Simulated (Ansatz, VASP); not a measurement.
# Two plane-wave programs on SiC

```
Si C
1.0
     0.00000    2.26096    2.17400
     2.26096    0.00000    2.17400
     2.26096    2.26096    0.00000
Si C
1 1
Direct
  0.00000 0.00000 0.00000
  0.75000 0.75000 0.75000
```

Change from the starting cell: strain +0.040 along x and y, +0.000 along z, atoms carried along.

Alike in both runs: task single point; functional r2SCAN; k mesh 12 × 12 × 12; occupations gaussian, width 0.05 eV; no spin polarisation.

```csv
,VASP,Ansatz
version,VASP 6.6.1,Ansatz 0.2.0
potentials or method,"VASP PAW PBE potentials, release 64 (Si, C)","scalar-relativistic, plane waves, PAW"
plane-wave cutoff (eV),520,500
valence electrons in the cell,8,8
```

Ansatz gave:

* gap on the k mesh at the Fermi level (eV): 1.36
* least direct gap on the mesh (eV): 4.90
* pressure (GPa): -14.4
* largest component of the traceless stress (GPa): 6.63

Task: What did VASP give for the same quantities?

Result: gap on the k mesh at the Fermi level (eV): 1.37; least direct gap on the mesh (eV): 4.91; pressure (GPa): -14.5; largest component of the traceless stress (GPa): 6.65.

Caveats: the PAW data sets were made with another functional, which shifts forces and pressure a little (VASP). A k mesh can miss the band edges.
